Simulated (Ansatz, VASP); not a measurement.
**InP in two plane-wave programs**

Wanted: the spread between two codes on one cell, functional and k mesh.

Calculated with Ansatz 0.2.0; plane waves, with VASP 6.6.1 beside it; single point at LDA.

The database entry behind the starting cell differs from later determinations by our own check (0.1 to 0.3 % short, probably kX units), so it need not match the best structure at ambient conditions.

**1. The structure**

The structure is cubic, space group F-43m (No. 216). Conventional cell: a = 5.861 Å, b = 5.861 Å, c = 5.861 Å, α = 90.00°, β = 90.00°, γ = 90.00°. In has 4 P at 2.54 Å nearest. Nearest to P lie 4 In at 2.54 Å. Farther neighbours are not listed.

As a file:

```
In P
1.0
     0.00000    2.93050    2.93050
     2.93050    0.00000    2.93050
     2.93050    2.93050    0.00000
In P
1 1
Direct
  0.00000 0.00000 0.00000
  0.75000 0.75000 0.75000
```

**2. VASP: single point, LDA**

With cell and atoms fixed, the geometry can't cause a difference; cores, projectors, grids and the points listed under the comparison can.

Lines of VASP's logs that name or quote its potential files are left out, and so is its time.

The input, INCAR:

```
SYSTEM = InP
PREC = Accurate
ENCUT = 390
EDIFF = 1E-08
NELM = 100
ISMEAR = 0
SIGMA = 0.01
LREAL = .FALSE.
ALGO = Normal
GGA = CA
NBANDS = 19
LORBIT = 11
LWAVE = .TRUE.
LCHARG = .FALSE.
KPAR = 8
```

The input, POSCAR:

```
InP
1.0
    0.0000000000      2.9305000000      2.9305000000
    2.9305000000      0.0000000000      2.9305000000
    2.9305000000      2.9305000000      0.0000000000
In P
1 1
Direct
    0.0000000000      0.0000000000      0.0000000000
    0.7500000000      0.7500000000      0.7500000000
```

The input, KPOINTS:

```
Automatic mesh
0
Gamma
6 6 6
0 0 0
```

Potentials, in the order of the species: In_sv_GW and P_GW (LDA family, release 64).

Run with:

```sh
$ mpirun -np 8 vasp_std
```

Numbers of over 12 decimals in the logs are rounded to 6 here.

The program printed:

```text
[banner, memory and clock lines left out]
running    8 mpi-ranks, on    1 nodes
 distrk:  each k-point on    1 cores,    8 groups
 distr:  one band on    1 cores,    1 groups

 POSCAR found type information on POSCAR InP
 POSCAR found :  2 types and       2 ions
|                                                                             |
|           W    W    AA    RRRRR   N    N  II  N    N   GGGG   !!!           |
|           W    W   A  A   R    R  NN   N  II  NN   N  G    G  !!!           |
|           W    W  A    A  R    R  N N  N  II  N N  N  G       !!!           |
|           W WW W  AAAAAA  RRRRR   N  N N  II  N  N N  G  GGG   !            |
|           WW  WW  A    A  R   R   N   NN  II  N   NN  G    G                |
|           W    W  A    A  R    R  N    N  II  N    N   GGGG   !!!           |
|                                                                             |
|     For optimal performance we recommend to set                             |
|       NCORE = 2 up to number-of-cores-per-socket                            |
|     NCORE specifies how many cores store one orbital (NPAR=cpu/NCORE).      |
|     This setting can greatly improve the performance of VASP for DFT.       |
|     The default, NCORE=1 might be grossly inefficient on modern             |
|     multi-core architectures or massively parallel machines. Do your        |
|     Unfortunately you need to use the default for GW and RPA                |
|     calculations (for HF NCORE is supported but not extensively tested      |
|     yet).                                                                   |
|                                                                             |

 LDA part: xc-table for (Slater(with rela. corr.)+CA(PZ))
 , standard interpolation
 POSCAR, INCAR and KPOINTS ok, starting setup
 FFT: planning ... GRIDC
 FFT: planning ... GRID_SOFT
 FFT: planning ... GRID
 WAVECAR not read
 entering main loop
       N       E                     dE             d eps       ncg     rms          rms(c)
DAV:   1     0.258615691802E+03    0.25862E+03   -0.14976E+04   847   0.127E+03
DAV:   2     0.245533902242E+01   -0.25616E+03   -0.24609E+03   650   0.522E+02
DAV:   3    -0.979281808027E+01   -0.12248E+02   -0.12153E+02   912   0.136E+02
DAV:   4    -0.100773097606E+02   -0.28449E+00   -0.28428E+00   906   0.173E+01
DAV:   5    -0.100888186952E+02   -0.11509E-01   -0.11508E-01   885   0.368E+00    0.287E+00
DAV:   6    -0.968738621327E+01    0.40143E+00   -0.97329E-01   960   0.127E+01    0.138E+00
DAV:   7    -0.964667778194E+01    0.40708E-01   -0.17183E-01   805   0.283E+00    0.612E-01
DAV:   8    -0.964036324996E+01    0.63145E-02   -0.87340E-03   965   0.162E+00    0.152E-01
DAV:   9    -0.964004195535E+01    0.32129E-03   -0.11494E-03   952   0.584E-01    0.301E-02
DAV:  10    -0.964005485211E+01   -0.12897E-04   -0.11280E-04   949   0.113E-01    0.899E-03
DAV:  11    -0.964005188149E+01    0.29706E-05   -0.22950E-05   981   0.417E-02    0.249E-03
DAV:  12    -0.964005193216E+01   -0.50670E-07   -0.18828E-06   733   0.685E-03    0.143E-03
DAV:  13    -0.964005195363E+01   -0.21474E-07   -0.16336E-07   695   0.291E-03    0.250E-04
DAV:  14    -0.964005195416E+01   -0.52569E-09   -0.97003E-09   560   0.112E-03
   1 F= -.96400520E+01 E0= -.96400520E+01  d E =-.270258-130
 writing wavefunctions
```

Parts of OUTCAR (step 2):

```text
ion  position               nearest neighbor table
   1  0.000  0.000  0.000-   2 2.54   2 2.54   2 2.54   2 2.54
   2  0.750  0.750  0.750-   1 2.54   1 2.54   1 2.54   1 2.54

  LATTYP: Found a face centered cubic cell.
 ALAT       =     5.8610000000

 Subroutine GETGRP returns: Found 24 space group operations
 (whereof 24 operations were pure point group operations)

The static configuration has the point symmetry T_d .

 Found     16 irreducible k-points:

   k-points           NKPTS =     16   k-points in BZ     NKDIM =     16   number of bands    NBANDS=     19

   dimension x,y,z NGX =    28 NGY =   28 NGZ =   28
   dimension x,y,z NGXF=    56 NGYF=   56 NGZF=   56

   ENCUT  =  390.0 eV  28.66 Ry    5.35 a.u.   6.67  6.67  6.67*2*pi/ulx,y,z

   NELECT =      26.0000    total number of electrons

 k-points in reciprocal lattice and weights: Automatic mesh
   0.00000000  0.00000000  0.00000000       0.005
   0.16666667  0.00000000  0.00000000       0.037
   0.33333333  0.00000000  0.00000000       0.037
   0.50000000  0.00000000  0.00000000       0.019
   0.16666667  0.16666667  0.00000000       0.028
   0.33333333  0.16666667  0.00000000       0.111
   0.50000000  0.16666667  0.00000000       0.111
  -0.33333333  0.16666667  0.00000000       0.111
  -0.16666667  0.16666667  0.00000000       0.056
[...]
-0.33333333  0.33333333  0.16666667       0.111
  -0.33333333  0.50000000  0.16666667       0.056

 average (electrostatic) potential at core
       1-111.1635       2 -75.0379

 E-fermi :   4.3731

 k-point     1 :       0.0000    0.0000    0.0000
  band No.  band energies     occupation
    ...
      9      -9.8249      2.00000
     10      -7.3475      2.00000
     11       4.2024      2.00000
     12       4.2024      2.00000
     13       4.2024      2.00000
     14       4.7034      0.00000
     15       8.1538      0.00000
     16       8.1538      0.00000
     17       8.1538      0.00000
     18      12.4818      0.00000
    ...

 k-point     2 :       0.1667    0.0000    0.0000
  band No.  band energies     occupation
    ...
      9      -9.8246      2.00000
     10      -7.0312      2.00000
     11       1.9483      2.00000
     12       3.8892      2.00000
     13       3.8892      2.00000
     14       5.8356      0.00000
     15       8.5475      0.00000
     16       8.5995      0.00000
     17       8.5995      0.00000
     18      12.7400      0.00000
    ...

 k-point     3 :       0.3333    0.0000    0.0000
  band No.  band energies     occupation
    ...
      9      -9.8183      2.00000
     10      -6.2108      2.00000
     11      -0.4497      2.00000
     12       3.4081      2.00000
     13       3.4081      2.00000
     14       5.6760      0.00000
     15       8.9490      0.00000
     16       8.9490      0.00000
     17      10.2964      0.00000
     18      12.8497      0.00000
    ...

  Total       -0.4008788     -0.4008788     -0.4008788      0.0000000      0.0000000      0.0000000
  in kB      -12.7605239    -12.7605239    -12.7605239      0.0000000      0.0000000      0.0000000
  external PRESSURE =     -12.7605239 kB  Pullay stress =       0.0000000 kB

  energy-cutoff  :      390.00
  volume of cell :       50.33
      direct lattice vectors                 reciprocal lattice vectors
     0.000000000  2.930500000  2.930500000    -0.170619348  0.170619348  0.170619348
     2.930500000  0.000000000  2.930500000     0.170619348 -0.170619348  0.170619348
     2.930500000  2.930500000  0.000000000     0.170619348  0.170619348 -0.170619348

 POSITION                                       TOTAL-FORCE (eV/Angst)
 -----------------------------------------------------------------------------------
      0.00000      0.00000      0.00000        -0.000000     -0.000000      0.000000
      4.39575      4.39575      4.39575         0.000000      0.000000      0.000000
 -----------------------------------------------------------------------------------
    total drift:                               -0.000000     -0.000000     -0.000001

  FREE ENERGIE OF THE ION-ELECTRON SYSTEM (eV)
  ---------------------------------------------------
  free  energy   TOTEN  =        -9.6400519542 eV

  energy  without entropy=       -9.6400519542  energy(sigma->0) =       -9.64005195

 total charge
# of ion       s       p       d       f       tot
--------------------------------------------------
    1        2.408   6.239   9.328   0.004  17.979
    2        1.137   1.679   0.033   0.000   2.849
--------------------------------------------------
tot          3.545   7.917   9.361   0.004  20.828

[... 3 further parts left out ...]
```

The run ends at a pressure of -1.28 GPa.

**3. Ansatz: single point, LDA**

Ansatz runs on its default PAW (the set named soft_2) files.

The same cell, functional (in two slightly different forms), mesh and smearing now go to Ansatz, which takes its cutoff from its data sets.

The input, input.yaml:

```yaml
crystal:
  lattice:
    - [0.0, 2.9305, 2.9305]
    - [2.9305, 0.0, 2.9305]
    - [2.9305, 2.9305, 0.0]
  atoms:
    - { symbol: In, position: [0.0, 0.0, 0.0] }
    - { symbol: P, position: [0.75, 0.75, 0.75] }
hamiltonian:
  xc: lda
  pseudopotentials: { kind: paw }
kpoints:
  mp_grid: { grid: [6, 6, 6] }
scf:
  occupations: { method: gaussian, width: 0.01 }
  n_extra_bands: 4
output:
  forces: true
  stress: true
  eigenvalues: true
```

Run with:

```sh
$ ansatz run input.yaml --threads 2 --pin off --max-ram 4608MiB --backend cpu --events-out ev --progress --plain --runs-dir out
```

The program printed:

```text
scf.n_extra_bands = 4 over 9 filled bands (N_el = 18.0): the run solves 13 bands
Engine: ansatz 0.2.0, aarch64-unknown-linux-gnu
Pseudopotentials: kind: paw
Pseudopotential: In, paw, valence charge 13, recommended cutoff 420 eV (normal), In.paw.azcp
Pseudopotential: P, paw, valence charge 5, recommended cutoff 420 eV (normal), P.paw.azcp
Functional definition: SPW92
  exchange = slater_x
  correlation = pw_c
Crystal: 2 atoms, lattice volume = 50.333 Å³
Basis set: ecut = 420 eV, 941 PW (Γ)
Bands: 13, of which v1, the nominal top of the filled ones, is band 9 counted from 1 (8 counted from 0)
Symmetry: 24 space group operations
Space group: F-43m (ITA 216), of the structure as read, at distance tolerance 3.7e-5 Å
k-points: 16 of 216 (time reversal used)
Non-local potential: In, projectors of the file, l = 0: 2, l = 1: 2, l = 2: 2, l = 3: 2
Non-local potential: P, projectors of the file, l = 0: 2, l = 1: 2, l = 2: 2
PAW form: soft (Blöchl's): semilocal exchange-correlation on the pseudo side does not see the compensation charge
PAW frozen core: In, regenerated for the run's functional, and the local potential with it (the file was generated under x = pbe(κ = 0.804, μ = 0.219515), c = pbe(β = 0.066725))
PAW frozen core: P, regenerated for the run's functional, and the local potential with it (the file was generated under x = pbe(κ = 0.804, μ = 0.219515), c = pbe(β = 0.066725))
PAW one-centre angular grid: In, 590 points (default); XC on 64 Gauss nodes
PAW one-centre angular grid: P, 110 points (default); XC on 64 Gauss nodes
Initial density: superposition of atomic densities (neutral atoms: chi_scale 0, normalization atom), corrected by the library's trained network
Initial wavefunctions: pseudopotential atomic-orbital guess
Functional: x = slater, c = lda
SCF iter   1: F=—  HF=-6183.546320 eV  |F-HF|=—  |Δ(HF+E_count)|=         —  Δρ=8.01e-3  dr2=3.29e-2  ethr=1.77e-3  ⟨swp⟩=6.4  Hψ=1413  notcnv=0
preconditioner: auto → none  [insulator: Δε(μ)=0.419 eV  Ē_g=14.579 eV  σ=0.010 eV  W_gap=1.00  n_scr=14 (ndim 8)  ℏωp=22.2 eV  f_vac=0.021  D(μ)=0.00/eV (n_scr^D=0)  ε∞_Penn≈3.3]
SCF iter   2: F=—  HF=-6183.535191 eV  |F-HF|=—  |Δ(HF+E_count)|=   1.11e-2  Δρ=2.55e-3  dr2=1.83e-3  ethr=1.83e-4  ⟨swp⟩=3.6  Hψ=525  notcnv=0
SCF iter   3: F=—  HF=-6183.534735 eV  |F-HF|=—  |Δ(HF+E_count)|=   4.55e-4  Δρ=8.03e-4  dr2=3.18e-4  ethr=1.02e-5  ⟨swp⟩=3.1  Hψ=463  notcnv=0
SCF iter   4: F=—  HF=-6183.534660 eV  |F-HF|=—  |Δ(HF+E_count)|=   7.53e-5  Δρ=2.57e-4  dr2=2.16e-5  ethr=1.77e-6  ⟨swp⟩=2.7  Hψ=380  notcnv=0
SCF iter   5: F=—  HF=-6183.534660 eV  |F-HF|=—  |Δ(HF+E_count)|=   2.72e-7  Δρ=2.25e-5  dr2=2.18e-7  ethr=1.20e-7  ⟨swp⟩=2.8  Hψ=365  notcnv=0
SCF iter   6: F=-6183.534660 eV  HF=-6183.534660 eV  |F-HF|=4.35e-10  |Δ(HF+E_count)|=   3.20e-9  Δρ=2.13e-6  dr2=1.51e-9  ethr=5.56e-10  ⟨swp⟩=6.8  Hψ=988  notcnv=0
SCF 1 converged in 6 iterations: F = -6183.534660 eV  dr2 = 1.51e-9
  greatest PAW one-centre occupation: 0.982 electrons in one spin orbital (limit 2), on the In atom at site 0 (counted from 0), in its partial waves of l = 2
SCF converged after 6 iterations
Free energy (F): -6183.534660 eV
Harris-Foulkes:  -6183.534660 eV  (|F-HF|=4.35e-10)
Internal energy: -6183.534660 eV  (E = F + TS)
E sigma→0 (E₀):  -6183.534660 eV
Fermi energy:    6.988846 eV
--- Per-component energies (eV) ---
  E_band       = -56.899187
  E_kinetic    = 314.421116
  E_local      = -1402.872736  (includes V_loc(G=0)·N_el)
  E_nonlocal   = 405.699210
  E_hartree    = 550.223743
  E_xc         = -274.314781
  E_vxc        = -161.524784  (∫ρ·V_xc dr)
  E_paw        = -4556.384843  (= ΣΔE_a)
  E_vpaw       = -313.068688  (= ΣTr[D̂ρ^β])
  E_aug_tail   = 0.000029  (compensation charges beyond the density's cutoff)
  E_ewald      = -1220.708286
  E_core_change = 0.401888  (= ΣΔE_core)
  E_smearing   = -0.000000  (= −TS)
  E_closure    = 0.000000  (closes the sum)
  Σ components = -6183.534660   (vs F -6183.534660, Δ=0.00e0)
--- Forces (eV/Å), atoms counted from 1 ---
  atom   1  In    -0.00000000     0.00000000     0.00000000
  atom   2  P      0.00000000    -0.00000000     0.00000000
  max |Σ_I F_I| component: 1.11e-16 eV/Å
--- Stress (GPa, compression-positive) ---
       -1.212971      -0.000000      -0.000000
        0.000000      -1.212971       0.000000
       -0.000000       0.000000      -1.212971
  P = ⅓ Tr σ = -1.2130 GPa (-12.130 kbar)
--- Band table (eV; the first three rows and the last of 16) ---
  k-point 0: bands = [... 5 lower, -4.8097, 6.7495, 6.7495, 6.7495, 7.2279, 10.7018, 10.7018, 10.7018]
  k-point 1: bands = [... 5 lower, -4.4937, 4.4872, 6.4365, 6.4365, 8.3691, 11.0920, 11.1472, 11.1472]
  k-point 2: bands = [... 5 lower, -3.6742, 2.0903, 5.9557, 5.9557, 8.2092, 11.4974, 11.4974, 12.8420]
  k-point 15: bands = [... 5 lower, -2.3230, 0.9770, 3.8909, 3.9055, 9.8900, 10.2399, 13.3914, 13.6645]
```

The job ended after 1.4 s (2 threads of Arm Neoverse N1, shared host; peak memory 0.27 GiB; 2.3 s of CPU time).

The run ends at a pressure of -1.21 GPa.

**4. Comparison**

Known differences besides the potentials themselves: the two LDA forms differ slightly; the data sets hold 18 valence electrons in Ansatz (default PAW (the set named soft_2) files) and 26 in VASP; the cutoff is 420 eV in Ansatz and 390 eV in VASP; VASP's log shows a relativistic correction to its local exchange, Ansatz's none. Total energies have different zeros and are not compared.

The two programs side by side:

```csv
quantity,Ansatz,VASP,difference
gap on the k mesh (eV),0.478,0.501,-0.023
```

Not compared: the pressure (VASP's GW data sets at this cutoff don't carry it). A gap on the mesh is an upper bound, since the band edges may lie between its points.

**5. Further runs**

Further runs change the set-up of one program: Ansatz's method, potentials or start, or VASP's data sets, cutoff or form of LDA. The table gives Ansatz less VASP for each quantity, since a change that brings one quantity closer may part another.

```csv
run,gap on the k mesh (eV)
as above,-0.023
Ansatz's all-electron LAPW method,-0.024
```

**6. Results**

| Item | Value |
| --- | --- |
| difference in gap on the k mesh (single point, LDA) | -0.023 eV |

What this shows: The difference in gap on the k mesh is -0.023 eV (single point, LDA), within the 0.08 eV picked in this series as the mark of a large difference. For single point, LDA, no further run moves any of the tabulated differences by more than a quarter of its size. How closely two codes agree says nothing of how well the functional describes the real material.

[Lines on the potential files, build, host, timing and source positions are cut from VASP's logs without a mark.]

[Logs are printed without paths, hosts, clocks, repeated set-up lines and the standing remarks that a program may print on its own settings, such as how far it seeks lower states.]

[Hosts, paths, dates, database ids (printed as entryN), source tags and the programs' standing remarks are cut or masked in the printed files.]
